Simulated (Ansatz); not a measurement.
In:

```
In
1.0
    -1.88253    1.88253    1.88253
     1.88253   -1.88253    1.88253
     1.88253    1.88253   -1.88253
In
1
Direct
  0.00000 0.00000 0.00000
```

This isn't the form of In at room conditions, which is tetragonal.

Below is the output of Ansatz 0.2.0 for this cell. Logs are shortened: lines on timing, memory, paths and dates and some standing lists are left out, and cuts for length are marked.

```text
Warning: RAYON_NUM_THREADS=2 ignored (pool sized by the plan → 2); use --threads N
Engine: ansatz 0.2.0, aarch64-unknown-linux-gnu
Pseudopotentials: kind: paw
Pseudopotential: In, paw, valence charge 13, recommended cutoff 420 eV (normal), In.paw.azcp
Functional definition: SPW92
  exchange = slater_x
  correlation = pw_c
Crystal: 1 atoms, lattice volume = 26.686 Å³
Basis set: ecut = 420 eV, 531 PW (Γ)
Bands: 11, of which v1, the nominal top of the filled ones, is band 7 counted from 1 (6 counted from 0)
Symmetry: 48 space group operations
Space group: Im-3m (ITA 229), of the structure as read, at distance tolerance 3.0e-5 Å
k-points: 20 of 343
Non-local potential: In, projectors of the file, l = 0: 2, l = 1: 2, l = 2: 2, l = 3: 2
PAW form: soft (Blöchl's): semilocal exchange-correlation on the pseudo side does not see the compensation charge
PAW frozen core: In, regenerated for the run's functional, and the local potential with it (the file was generated under x = pbe(κ = 0.804, μ = 0.2195149727645171), c = pbe(β = 0.06672455060314922))
PAW one-centre angular grid: In, 590 points (default); XC on 64 Gauss nodes
Initial density: superposition of atomic densities (neutral atoms: chi_scale 0, normalization atom), corrected by the library's trained network
Initial wavefunctions: pseudopotential atomic-orbital guess
Functional: x = slater, c = lda
SCF iter   1: F=—  HF=-5457.114207 eV  |F-HF|=—  |Δ(HF+E_count)|=         —  Δρ=7.16e-3  dr2=7.93e-3  ethr=1.77e-3  ⟨swp⟩=5.8  Hψ=1316  notcnv=0
preconditioner: auto → Kerker (q_TF=auto, 2.420 Å⁻¹)  [metal: Δε(μ)=0.030 eV  Ē_g=19.588 eV  σ=0.050 eV  W_gap=0.15  n_scr=12 (ndim 8)  ℏωp=25.9 eV  f_vac=0.000  D(μ)=1.12/eV (n_scr^D=12)]
SCF iter   2: F=—  HF=-5457.110543 eV  |F-HF|=—  |Δ(HF+E_count)|=   3.66e-3  Δρ=3.01e-3  dr2=1.38e-3  ethr=6.10e-5  ⟨swp⟩=3.0  Hψ=524  notcnv=0  defer=6
SCF iter   3: F=—  HF=-5457.110068 eV  |F-HF|=—  |Δ(HF+E_count)|=   4.75e-4  Δρ=3.97e-4  dr2=3.52e-5  ethr=1.06e-5  ⟨swp⟩=2.0  Hψ=312  notcnv=0  defer=7
SCF iter   4: F=—  HF=-5457.110073 eV  |F-HF|=—  |Δ(HF+E_count)|=   5.11e-6  Δρ=1.90e-4  dr2=5.55e-6  ethr=2.71e-7  ⟨swp⟩=2.1  Hψ=340  notcnv=0  defer=7
SCF iter   5: F=—  HF=-5457.110074 eV  |F-HF|=—  |Δ(HF+E_count)|=   1.18e-6  Δρ=7.53e-5  dr2=1.14e-6  ethr=4.27e-8  ⟨swp⟩=2.0  Hψ=332  notcnv=0  defer=7
[... 70 lines left out ...]
  E_core_change = 0.284536  (= ΣΔE_core)
  E_smearing   = -0.007893  (= −TS)
  E_closure    = 0.000000  (closes the sum)
  Σ components = -5457.110074   (vs F -5457.110074, Δ=0.00e0)
--- Forces (eV/Å), atoms counted from 1 ---
  atom   1  In    -0.00000000     0.00000000    -0.00000000
  max |Σ_I F_I| component: 1.91e-30 eV/Å
--- Stress (GPa, compression-positive) ---
       -2.920383       0.000000      -0.000000
        0.000000      -2.920383       0.000000
       -0.000000      -0.000000      -2.920383
  P = ⅓ Tr σ = -2.9204 GPa (-29.204 kbar)
--- Band table (eV; the first three rows and the last of 20) ---
  k-point 0: bands = ["-4.9471", "-4.9471", "-4.9471", "-4.6779", "-4.6779", "0.1781", "20.3384", "20.3384", "20.3384", "22.6541", "22.6541"]
  k-point 1: bands = ["-4.9675", "-4.9307", "-4.8683", "-4.6981", "-4.6787", "0.6454", "16.8983", "18.7358", "19.4137", "21.1768", "21.4916"]
  k-point 2: bands = ["-5.0129", "-4.9327", "-4.7151", "-4.6857", "-4.6799", "2.0709", "12.0803", "16.6849", "17.8740", "20.2085", "20.3591"]
  k-point 19: bands = ["-5.0290", "-5.0113", "-4.5812", "-4.5812", "-4.5714", "8.3473", "11.1311", "11.1311", "11.7985", "15.1638", "16.5594"]
--- Elastic constants: 2 strain directions × 2 members + reference (group order 48) ---
  dense FFT box of the reference and of every strained cell: 24×24×24
  strains applied: 11, 23; error gains: componentwise 1.00 (the most a stress slope's error grows in a printed constant), spectral 1.73 (1 for all six strains in a standard setting)
  C = ∂σ_k/∂η_j (tension-positive GPa; Voigt order 11 22 33 23 13 12):
      -145.276    121.557    121.557     -0.000      0.000      0.000
       121.557   -145.276    121.557     -0.000      0.000     -0.000
       121.557    121.557   -145.276     -0.000     -0.000      0.000
        -0.000     -0.000      0.000     15.944      0.000      0.000
         0.000      0.000      0.000     -0.000     15.944      0.000
         0.000     -0.000      0.000      0.000      0.000     15.944
  reference stress σ⁰ (GPa):      2.920      2.920      2.920      0.000      0.000     -0.000
  C* (energy form; C + prestress term) asymmetry max|C*_kj − C*_jk| = 5.684e-14 GPa — a small one proves nothing (zero by symmetry where the batch's group is 432, −43m or m−3m); a large one is finite-difference/SCF noise where every solve meets its electron count
  moduli (Voigt/Reuss/Hill, GPa): K = 32.61/32.61/32.61   G = -43.80/28.87/-7.46   E = -24.24   ν = 0.624
  mechanically stable: NO (min eigenvalue of sym C = -266.83 GPa)
  strain η (Voigt 11):  stress-route row diagonal C_11 = -145.28 GPa, energy-path curvature d²(F+E_count+ΔE)/dδ²/Ω₀ = -146.08 GPa
         δ    σ_11 (GPa)             F (eV)   n_scf  n_hpsi   n_pw
    -2.000e-3       3.2302       -5457.1110988       8    8909    533
     2.000e-3       2.6491       -5457.1091491       6    7561    535
  strain η (Voigt 23):  stress-route row diagonal C_44 = 15.94 GPa, energy-path curvature d²(F+E_count+ΔE)/dδ²/Ω₀ = 14.47 GPa
         δ    σ_23 (GPa)             F (eV)   n_scf  n_hpsi   n_pw
    -2.000e-3      -0.0319       -5457.1100694       6   12678    535
     2.000e-3       0.0319       -5457.1100694       5   11447    535
```

What input gives this log?

Elastic constants with LDA, no spin polarisation. The files as run (others can give the same):

input.yaml
```yaml
crystal:
  lattice:
    - [-1.88252524, 1.88252524, 1.88252524]
    - [1.88252524, -1.88252524, 1.88252524]
    - [1.88252524, 1.88252524, -1.88252524]
  atoms:
    - { symbol: In, position: [0.0, 0.0, 0.0] }
hamiltonian:
  xc: lda
  pseudopotentials: { kind: paw }
kpoints:
  mp_grid: { grid: [7, 7, 7] }
scf:
  occupations: { method: fermi_dirac, width: 0.05 }
output:
  forces: true
  stress: true
elastic:
  mode: clamped_ion
  stencil: two_point
```

Potentials or basis: Ansatz PAW.
Run with:
```sh
$ ansatz run input.yaml --threads 2 --pin off --max-ram 5632MiB --backend cpu --events-out ev --progress --plain --runs-dir out
```

Caveat: the elastic tensor has a negative eigenvalue, so either the cell is unstable as it stands or the mesh is too thin; the PAW data sets come from PBE, with cores solved anew for the run's functional, which leaves a small shift of forces and pressure.
